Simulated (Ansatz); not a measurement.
# Nickel, A15 under r²SCAN: relaxation and energy

Aim: take nickel in the A15 structure, relax it, then solve it on a dense k-mesh. Spin polarisation is left out, though the real metal is magnetic, so this state lies above the ground state. The k-meshes are 6×6×6 for the relaxation; 8×8×8 for the dense run.

Program: Ansatz 0.2.0. Level of theory: DFT r2SCAN, plane waves (500 eV) with PAW, scalar-relativistic; PAW files made under PBE, frozen cores solved again for the functional. These are calculated values, not measurements.

## Step 1: The structure to begin with

The structure is cubic, space group Pm-3n (No. 223). Conventional cell: a = 4.440 Å, b = 4.440 Å, c = 4.440 Å, α = 90.00°, β = 90.00°, γ = 90.00°. Around Ni (site symmetry m-3) lie 12 Ni at 2.48 Å. Ni (site symmetry -4m2) has 6 Ni at 2.22 to 2.48 Å as nearest neighbours.

Coordinates:

```xyz
8
Lattice="4.4398 0.0000 0.0000 0.0000 4.4398 0.0000 0.0000 0.0000 4.4398" Properties=species:S:1:pos:R:3 pbc="T T T"
Ni    0.0000    0.0000    0.0000
Ni    2.2199    2.2199    2.2199
Ni    1.1100    0.0000    2.2199
Ni    3.3299    0.0000    2.2199
Ni    2.2199    1.1100    0.0000
Ni    2.2199    3.3299    0.0000
Ni    0.0000    2.2199    1.1100
Ni    0.0000    2.2199    3.3299
```

## Step 2: Geometry optimisation

Contents of input.yaml:

```yaml
crystal:
  lattice:
    - [4.4398105893, 0.0, 0.0]
    - [0.0, 4.4398105893, 0.0]
    - [0.0, 0.0, 4.4398105893]
  atoms:
    - { symbol: Ni, position: [0.0, 0.0, 0.0] }
    - { symbol: Ni, position: [0.5, 0.5, 0.5] }
    - { symbol: Ni, position: [0.25, 0.0, 0.5] }
    - { symbol: Ni, position: [0.75, 0.0, 0.5] }
    - { symbol: Ni, position: [0.5, 0.25, 0.0] }
    - { symbol: Ni, position: [0.5, 0.75, 0.0] }
    - { symbol: Ni, position: [0.0, 0.5, 0.25] }
    - { symbol: Ni, position: [0.0, 0.5, 0.75] }
hamiltonian:
  xc: r2scan
  pseudopotentials:
    kind: paw
    azcp:
      Ni: "pseudopotentials/Ni.paw.azcp"
basis:
  ecutwfc: 500
  fft_grid_basis: typed
kpoints:
  mp_grid: { grid: [6, 6, 6], shift: [0, 0, 0] }
magnetization:
  spin_polarized: false
scf:
  occupations: { method: fermi_dirac, width: 0.1 }
relax:
  max_steps: 60
  f_tol: 0.01
  cell: {}
```

The program printed (excerpt; [...] marks lines left out):

```text
[...]
Pseudopotentials: kind: paw
Pseudopotential: Ni, paw, valence charge 18, recommended cutoff 500 eV (meta_gga), <dir>
Functional definition: r2SCAN
[...]
Crystal: 8 atoms, lattice volume = 87.517 Å³
Basis set: ecut = 500 eV, 2205 PW (Γ), exchange–correlation on 144×144×144 points (64 copies of the dense FFT grid, shifted against one another)
Bands: 87, of which v1, the nominal top of the filled ones, is band 72 counted from 1 (71 counted from 0)
Symmetry: 48 space group operations
Space group: Pm-3n (ITA 223), of the structure as read, at distance tolerance 4.4e-5 Å
k-points: 20 of 216
[...]
SCF iter   1: F=—  HF=-46760.255360 eV  |F-HF|=—  |Δ(HF+E_count)|=         —  Δρ=2.78e-2  dr2=3.54e-1  dr2_τ=2.47e-1  ethr=1.77e-3  ⟨swp⟩=5.6  Hψ=5961  notcnv=0  defer=19
[...]
relax step   1: F+E_penalty+E_count = -46760.63766335 eV  Δ(F+E_penalty+E_count) = +0.000e0 eV  max|allowed force component| = 7.401e-17 eV/Å  Δτ_max = 0.0000 Å  P = -5.686 GPa  Ω = 87.517 Å³  (12 SCF iters, dr2 threshold 1.00e-7 eV, accepted)
[...]
relax step   4: F+E_penalty+E_count = -46760.68444416 eV  Δ(F+E_penalty+E_count) = +4.958e-5 eV  max|allowed force component| = 3.932e-17 eV/Å  Δτ_max = 0.0000 Å  P = -0.004 GPa  Ω = 85.119 Å³  energy of the carried Pulay correction = +3.036e-3 eV  (5 SCF iters, dr2 threshold 5.85e-8 eV, accepted)
[...]
  atom   5  Ni    -0.00000000     0.00000000     0.00000000
  atom   6  Ni     0.00000000    -0.00000000    -0.00000000
  atom   7  Ni    -0.00000000     0.00000000     0.00000000
  atom   8  Ni     0.00000000    -0.00000000    -0.00000000
[...]
--- Stress (GPa, compression-positive) ---
       -0.043656      -0.000000      -0.000000
       -0.000000      -0.043656       0.000000
       -0.000000       0.000000      -0.043656
  P = ⅓ Tr σ = -0.0437 GPa (-0.437 kbar)
--- Relaxed structure (4 steps of the walk, 4 accepted, 1 SCFs on fresh bases) ---
  F+E_penalty+E_count = -46760.68168045 eV   max|allowed force component| = 1.214e-16 eV/Å   (the final SCF, on the basis selected at the relaxed cell)
  cell:  # Å, volume = 85.1188 Å³
    - [4.3988778704109075, 1.5648180798146291e-34, -1.925929944387236e-34]
    - [4.132724672330943e-34, 4.3988778704109075, 0.0]
    - [-1.925929944387236e-34, 0.0, 4.3988778704109075]
  atoms:
    - { symbol: Ni, position: [2.099741346486383e-35, -1.9652972697503506e-35, 5.5494172775329436e-36] }
    - { symbol: Ni, position: [0.49999999999999994, 0.49999999999999994, 0.49999999999999994] }
    - { symbol: Ni, position: [0.24999999999999997, 4.67988280863897e-35, 0.49999999999999994] }
    - { symbol: Ni, position: [0.7499999999999999, 1.426483977230344e-35, 0.49999999999999994] }
    - { symbol: Ni, position: [0.49999999999999994, 0.24999999999999997, 8.373548207575152e-36] }
    - { symbol: Ni, position: [0.49999999999999994, 0.7499999999999999, 2.0474949242806044e-36] }
    - { symbol: Ni, position: [-1.6507045286096725e-35, 0.49999999999999994, 0.24999999999999997] }
    - { symbol: Ni, position: [-2.4005112905358963e-37, 0.49999999999999994, 0.7499999999999999] }
```

Run time: 99 s. Hardware: 2 threads of an x86-64 CPU, shared host; peak memory 0.86 GiB.

The walk, from the log:

```
step  energy change (meV/atom)  largest force (eV/Å)  pressure (GPa)  volume (Å³/atom)
   1                      0.00                0.0000           -5.69            10.940
   2                     -4.52                0.0000           -2.69            10.775
   3                     -5.85                0.0000            0.15            10.632
   4                     -5.85                0.0000            0.00            10.640
   5                     -5.50                0.0000           -0.04            10.640
```

Steps that repeat a cell are solved on a basis chosen anew, so their changes of energy are no gain of the relaxation.

The cell of the run, before and after:

|  | before | after | change |
| --- | --- | --- | --- |
| a (Å) | 4.440 | 4.399 | -0.9 % |
| b (Å) | 4.440 | 4.399 | -0.9 % |
| c (Å) | 4.440 | 4.399 | -0.9 % |
| volume (Å³/atom) | 10.940 | 10.640 | -2.7 % |
| shortest distance (Å) | 2.220 | 2.199 | -0.9 % |
| space group (spins left aside) | Pm-3n | Pm-3n | same |

## Step 3: Single point on a dense mesh

Contents of input.yaml:

```yaml
crystal:
  lattice:
    - [4.3988778704, 0.0, 0.0]
    - [0.0, 4.3988778704, 0.0]
    - [0.0, 0.0, 4.3988778704]
  atoms:
    - { symbol: Ni, position: [0.0, 1.0, 0.0] }
    - { symbol: Ni, position: [0.5, 0.5, 0.5] }
    - { symbol: Ni, position: [0.25, 0.0, 0.5] }
    - { symbol: Ni, position: [0.75, 0.0, 0.5] }
    - { symbol: Ni, position: [0.5, 0.25, 0.0] }
    - { symbol: Ni, position: [0.5, 0.75, 0.0] }
    - { symbol: Ni, position: [1.0, 0.5, 0.25] }
    - { symbol: Ni, position: [1.0, 0.5, 0.75] }
hamiltonian:
  xc: r2scan
  pseudopotentials:
    kind: paw
    azcp:
      Ni: "pseudopotentials/Ni.paw.azcp"
basis:
  ecutwfc: 500
  fft_grid_basis: typed
kpoints:
  mp_grid: { grid: [8, 8, 8], shift: [0, 0, 0] }
magnetization:
  spin_polarized: false
scf:
  occupations: { method: fermi_dirac, width: 0.1 }
```

The program printed (excerpt; [...] marks lines left out):

```text
[...]
[... 3 set-up lines as earlier in the session ...]
[...]
Crystal: 8 atoms, lattice volume = 85.119 Å³
Basis set: ecut = 500 eV, 2109 PW (Γ), exchange–correlation on 144×144×144 points (64 copies of the dense FFT grid, shifted against one another)
Bands: 87, of which v1, the nominal top of the filled ones, is band 72 counted from 1 (71 counted from 0)
[... 2 set-up lines as earlier in the session ...]
k-points: 35 of 512
[...]
SCF iter   1: F=—  HF=-46760.268026 eV  |F-HF|=—  |Δ(HF+E_count)|=         —  Δρ=2.80e-2  dr2=3.50e-1  dr2_τ=2.62e-1  ethr=1.77e-3  ⟨swp⟩=5.7  Hψ=10208  notcnv=0  defer=42
[...]
SCF iter  12: F=-46760.669465 eV  HF=-46760.669465 eV  |F-HF|=9.86e-9  |Δ(HF+E_count)|=   4.69e-8  Δρ=5.16e-6  dr2=1.36e-8  dr2_τ=1.45e-10  ethr=5.36e-11  ⟨swp⟩=2.0  Hψ=8497  notcnv=0
[...]
SCF converged after 12 iterations
Free energy (F): -46760.669465 eV
[...]
E sigma→0 (E₀):  -46760.363242 eV
Entropy (-TS):   -0.612447 eV (-76.556 meV/atom)
Fermi energy:    18.295673 eV
[...]
```

Run time: 33 s. Hardware: 2 threads of an x86-64 CPU, shared host; peak memory 0.88 GiB.

## Step 4: What came out

| quantity | value |
| --- | --- |
| space group (spins left aside) | Pm-3n (No. 223) |
| conventional cell | a = 4.399 Å |
| volume | 10.640 Å³/atom |
| shortest distance | 2.199 Å |
| gap on the mesh | none (levels filled in part) |
| relative to fcc, ferromagnetic | +245 meV/atom |

In words: The relaxation shrank the cell by 2.7 % in volume. It lies 245 meV/atom above the element's reference form at the same level (fcc, ferromagnetic, from a run of its own); part of this is magnetic energy, as this run has no moments. Levels at the Fermi energy are filled in part, as in a metal. Relaxation kept the symmetry; phonons were not checked.
